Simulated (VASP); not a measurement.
# Si (Fd-3m) in VASP: notebook, part 2 of 2

VASP 6.6.1.

**3. Relaxation of cell and atoms, PBE**

This run uses another cell than the first one, of 20.12 Å³/atom, 0.984 times its volume.

Contents of INCAR:

```
SYSTEM = Si
ALGO = Normal ; EDIFF = 1E-6
EDIFFG = -0.002 ; ENCUT = 600
GGA = PE ; IBRION = 2
ISIF = 3 ; ISMEAR = 0
LASPH = .True. ; LCHARG = .False.
LREAL = .False. ; LWAVE = .False.
NELM = 100 ; NSW = 100
PREC = Accurate ; SIGMA = 0.02
```

Contents of KPOINTS:

```
k-points
0
Gamma
  10 10 10
  0 0 0
```

Contents of POSCAR:

```
Si
1.0
    0.0000000000      2.7200000000      2.7200000000
    2.7200000000      0.0000000000      2.7200000000
    2.7200000000      2.7200000000      0.0000000000
Si
2
Direct
    0.0000000000      0.0000000000      0.0000000000
    0.2500000000      0.2500000000      0.2500000000
```

Potentials or basis: VASP PAW PBE potentials, release 64 (Si).

Command:

```console
$ cat potpaw_PBE.64/Si/POTCAR > POTCAR
$ mpirun -np 1 vasp_std > vasp.out
```

OUTCAR:

```text
SYSTEM = Si
   EDIFF = 1E-6
   EDIFFG = -0.002
   ENCUT = 600
   GGA = PE
   IBRION = 2
   ISIF = 3
   ISMEAR = 0
   LASPH = .True.
   LREAL = .False.
   NELM = 100
   NSW = 100
   PREC = Accurate

 ion  position               nearest neighbor table
   1  0.000  0.000  0.000-   2 2.36   2 2.36   2 2.36   2 2.36
   2  0.250  0.250  0.250-   1 2.36   1 2.36   1 2.36   1 2.36

  LATTYP: Found a face centered cubic cell.
 ALAT       =     5.4400000000

  Lattice vectors:

 A1 = (   0.0000000000,   2.7200000000,   2.7200000000)
 A2 = (   2.7200000000,   0.0000000000,   2.7200000000)
 A3 = (   2.7200000000,   2.7200000000,   0.0000000000)

Analysis of symmetry for initial positions (statically):
=====================================================================
 Subroutine PRICEL returns:
 Original cell was already a primitive cell.

 Routine SETGRP: Setting up the symmetry group for a
 face centered cubic supercell.

 Subroutine GETGRP returns: Found 48 space group operations
 (whereof 24 operations were pure point group operations)
 out of a pool of 48 trial point group operations.

The static configuration has the point symmetry T_d .
 The point group associated with its full space group is O_h .

Analysis of symmetry for dynamics (positions and initial velocities):
=====================================================================
 Subroutine PRICEL returns:
 Original cell was already a primitive cell.

 Routine SETGRP: Setting up the symmetry group for a
 face centered cubic supercell.

 Subroutine GETGRP returns: Found 48 space group operations
 (whereof 24 operations were pure point group operations)
 out of a pool of 48 trial point group operations.

The dynamic configuration has the point symmetry T_d .
 The point group associated with its full space group is O_h .

 Subroutine INISYM returns: Found 48 space group operations
 (whereof 24 operations are pure point group operations),
 and found     1 'primitive' translations

[... 130 lines left out ...]
 maximum number of plane-waves:      1363
   NGX = 15   NGY = 15   NGZ = 15

--------------------------------------- Ionic step        1  -------------------------------------------

 number of electron       8.0000000 magnetization

 Free energy of the ion-electron system (eV)
  ---------------------------------------------------
  ext. energy  EPLUGINS =         0.00000000
  ---------------------------------------------------
  free energy    TOTEN  =       -10.84645715 eV

  energy without entropy =      -10.84645715  energy(sigma->0) =      -10.84645715

------------------------ aborting loop because EDIFF is reached ----------------------------------------

  FORCE on cell =-STRESS in cart. coord.  units (eV):
  Direction    XX          YY          ZZ          XY          YZ          ZX
  --------------------------------------------------------------------------------------
  -------------------------------------------------------------------------------------
  Total        0.3666920      0.3666920      0.3666920      0.0000000      0.0000000     -0.0000000
  in kB       14.5973953     14.5973953     14.5973953      0.0000000      0.0000000     -0.0000000
  external PRESSURE =      14.5973953 kB  Pullay stress =       0.0000000 kB
[... 59 lines left out ...]
--------------------------------------- Ionic step        3  -------------------------------------------

 number of electron       8.0000000 magnetization

 Free energy of the ion-electron system (eV)
  ---------------------------------------------------
  ext. energy  EPLUGINS =         0.00000000
  ---------------------------------------------------
  free energy    TOTEN  =       -10.84930606 eV

  energy without entropy =      -10.84930606  energy(sigma->0) =      -10.84930606

 E-fermi :   5.7173     XC(G=0):  -9.3269

 val. band max:        5.6168413459   @ k =   0.0000   0.0000   0.0000
 cond. band min:       6.2351383685   @ k =   0.4000   0.4000   0.0000
 fundamental gap:      0.6182970226
 Fermi energy:         5.7172703647

 k-point     1 :       0.0000    0.0000    0.0000
  band No.  band energies     occupation
      1      -6.1982      2.00000
      2       5.6168      2.00000
      3       5.6168      2.00000
      4       5.6168      2.00000
      5       8.1737      0.00000
      6       8.1737      0.00000
      7       8.1737      0.00000
      8       8.7519      0.00000
[... 243 lines left out ...]
 k-point    24 :       0.4000    0.3000    0.0000
  band No.  band energies     occupation
      1      -4.0755      2.00000
      2       0.2242      2.00000
      3       2.8232      2.00000
      4       3.2328      2.00000
      5       6.6942      0.00000
      6       7.8830      0.00000
      7      12.4726      0.00000
      8      12.6130      0.00000

 [... further k-points ...]

------------------------ aborting loop because EDIFF is reached ----------------------------------------

  FORCE on cell =-STRESS in cart. coord.  units (eV):
  Direction    XX          YY          ZZ          XY          YZ          ZX
  --------------------------------------------------------------------------------------
  -------------------------------------------------------------------------------------
  Total        0.0015442      0.0015442      0.0015442     -0.0000000     -0.0000000     -0.0000000
  in kB        0.0605119      0.0605119      0.0605119     -0.0000000     -0.0000000     -0.0000000
  external PRESSURE =       0.0605119 kB  Pullay stress =       0.0000000 kB
[... 17 lines left out ...]
  FREE ENERGIE OF THE ION-ELECTRON SYSTEM (eV)
  ---------------------------------------------------
  free  energy   TOTEN  =       -10.8493060574 eV

  energy  without entropy=      -10.8493060574  energy(sigma->0) =      -10.84930606

 reached required accuracy - stopping structural energy minimisation
```

Wall time 21 s (1 thread of Intel Xeon Platinum 8488C (Sapphire Rapids), shared host); peak memory 0.17 GiB.

What came out:

```
Free energy                            : -10.8493 eV
Relaxed volume                         : 20.44 Å³/atom
Relaxed cell                           : a = 3.867 Å, b = 3.867 Å, c = 3.867 Å, α = 60.00°, β = 60.00°, γ = 60.00°
Space group after relaxing (to 0.05 Å) : Fd-3m (No. 227)
Energy gained by relaxing              : 1.4 meV/atom
Ionic steps                            : 3
Pressure after relaxing                : 0.0 GPa
Band gap on the k mesh                 : 0.62 eV, indirect (least direct gap 2.56 eV)
```

The path:
| step | energy change (eV) | largest force (eV/Å) | pressure (GPa) | volume (Å³) |
| --- | --- | --- | --- | --- |
| 1 | 0.0000 | 0.0000 | 1.46 | 40.25 |
| 2 | -0.0016 | 0.0000 | -0.92 | 41.32 |
| 3 | -0.0028 | 0.0000 | 0.01 | 40.88 |

Final structure:
```cif
data_structure
_symmetry_space_group_name_H-M 'P 1'
_symmetry_Int_Tables_number 1
_cell_length_a 3.8669
_cell_length_b 3.8669
_cell_length_c 3.8669
_cell_angle_alpha 60.000
_cell_angle_beta 60.000
_cell_angle_gamma 60.000
_cell_volume 40.88
loop_
_atom_site_label
_atom_site_type_symbol
_atom_site_fract_x
_atom_site_fract_y
_atom_site_fract_z
_atom_site_occupancy
Si1 Si 0.00000 0.00000 0.00000 1
Si2 Si 0.25000 0.25000 0.25000 1
```

A k mesh can miss the band edges. A hybrid or GW would open this gap; PBE tends to underestimate it.

**4. Single point, PBE**

This run uses another cell than the first one, of 20.12 Å³/atom, 0.984 times its volume.

Contents of INCAR:

```
SYSTEM = Si
  ALGO = Normal
  EDIFF = 1E-6
  ENCUT = 520
  GGA = PE
  ISIF = 2
  ISMEAR = 0
  LASPH = .TRUE.
  LCHARG = .TRUE.
  LELF = .TRUE.
  LREAL = .FALSE.
  LVHAR = .TRUE.
  LWAVE = .FALSE.
  NBANDS = 11
  NELM = 100
  PREC = Accurate
  SIGMA = 0.1
```

Contents of KPOINTS:

```
k-points
0
G
  6 6 6
  0 0 0
```

POSCAR is that of step 3.

Potentials or basis: VASP PAW PBE potentials, release 64 (Si).

Command:

```console
$ cat potpaw_PBE.64/Si/POTCAR > POTCAR
$ mpirun -np 1 vasp_std > vasp.out
```

OUTCAR:

```text
SYSTEM = Si
   EDIFF = 1E-6
   ENCUT = 520
   GGA = PE
   ISIF = 2
   ISMEAR = 0
   LASPH = .TRUE.
   LREAL = .FALSE.
   NELM = 100
   PREC = Accurate

 ion  position               nearest neighbor table
   1  0.000  0.000  0.000-   2 2.36   2 2.36   2 2.36   2 2.36
   2  0.250  0.250  0.250-   1 2.36   1 2.36   1 2.36   1 2.36

  LATTYP: Found a face centered cubic cell.
 ALAT       =     5.4400000000

  Lattice vectors:

 A1 = (   0.0000000000,   2.7200000000,   2.7200000000)
 A2 = (   2.7200000000,   0.0000000000,   2.7200000000)
 A3 = (   2.7200000000,   2.7200000000,   0.0000000000)

Analysis of symmetry for initial positions (statically):
=====================================================================
 Subroutine PRICEL returns:
 Original cell was already a primitive cell.

 Routine SETGRP: Setting up the symmetry group for a
 face centered cubic supercell.

 Subroutine GETGRP returns: Found 48 space group operations
 (whereof 24 operations were pure point group operations)
 out of a pool of 48 trial point group operations.

The static configuration has the point symmetry T_d .
 The point group associated with its full space group is O_h .
[... 165 lines left out ...]
      2       5.7819      2.00000
      3       5.7819      2.00000
      4       5.7819      2.00000
      5       8.3423      0.00000
      6       8.3423      0.00000
      7       8.3423      0.00000
      8       9.0971      0.00000
      9      13.4954      0.00000
     10      13.4954      0.00000
     11      13.7206      0.00000
[... 197 lines left out ...]
 k-point    16 :      -0.3333    0.5000    0.1667
  band No.  band energies     occupation
      1      -1.8972      2.00000
      2      -1.8972      2.00000
      3       2.1585      2.00000
      4       2.1585      2.00000
      5       8.5295      0.00000
      6       8.5295      0.00000
      7      12.5264      0.00000
      8      12.5264      0.00000
      9      16.3255      0.00000
     10      16.3255      0.00000
     11      18.6987      0.00000

------------------------ aborting loop because EDIFF is reached ----------------------------------------

  FORCE on cell =-STRESS in cart. coord.  units (eV):
  Direction    XX          YY          ZZ          XY          YZ          ZX
  --------------------------------------------------------------------------------------
  -------------------------------------------------------------------------------------
  Total        0.3825618      0.3825618      0.3825618     -0.0000000      0.0000000      0.0000000
  in kB       15.2291420     15.2291420     15.2291420     -0.0000000      0.0000000      0.0000000
  external PRESSURE =      15.2291420 kB  Pullay stress =       0.0000000 kB

 VOLUME and BASIS-vectors are now :
 -----------------------------------------------------------------------------
  energy-cutoff  :      520.00
  volume of cell :       40.25
      direct lattice vectors                 reciprocal lattice vectors
     0.000000000  2.720000000  2.720000000    -0.183823529  0.183823529  0.183823529
     2.720000000  0.000000000  2.720000000     0.183823529 -0.183823529  0.183823529
     2.720000000  2.720000000  0.000000000     0.183823529  0.183823529 -0.183823529

 POSITION                                       TOTAL-FORCE (eV/Angst)
 -----------------------------------------------------------------------------------
      0.00000      0.00000      0.00000         0.000000      0.000000     -0.000000
      1.36000      1.36000      1.36000        -0.000000     -0.000000      0.000000
 -----------------------------------------------------------------------------------
    total drift:                               -0.000000     -0.000000     -0.000000

  FREE ENERGIE OF THE ION-ELECTRON SYSTEM (eV)
  ---------------------------------------------------
  free  energy   TOTEN  =       -10.8232003833 eV

  energy  without entropy=      -10.8232003768  energy(sigma->0) =      -10.82320038
```

It took 8.4 s on 1 thread of Intel Xeon Platinum 8488C (Sapphire Rapids), shared host; peak memory 0.15 GiB.

Results:

```
Free energy            : -10.8232 eV
Pressure               : 1.5 GPa
Band gap on the k mesh : 0.72 eV, indirect (least direct gap 2.56 eV)
```

**5. Overview**

| task | cell | k mesh | cutoff (eV) | smearing | gap on the mesh (eV) | pressure (GPa) |
| --- | --- | --- | --- | --- | --- | --- |
| single point | Fd-3m, 20.46 Å³/atom | 10 × 10 × 10 | 520 | gaussian 0.02 eV | 0.62 | -0.1 |
| relaxation of cell and atoms | relaxed | 10 × 10 × 10 | 600 | gaussian 0.02 eV | 0.62 | 0.0 |
| single point | Fd-3m, 20.12 Å³/atom | 6 × 6 × 6 | 520 | gaussian 0.1 eV | 0.72 | 1.5 |

Alike in all rows: level PBE; potentials or basis VASP PAW PBE potentials, release 64 (Si); no spin polarisation.

Absolute energies hang on the potentials; compare differences alone.
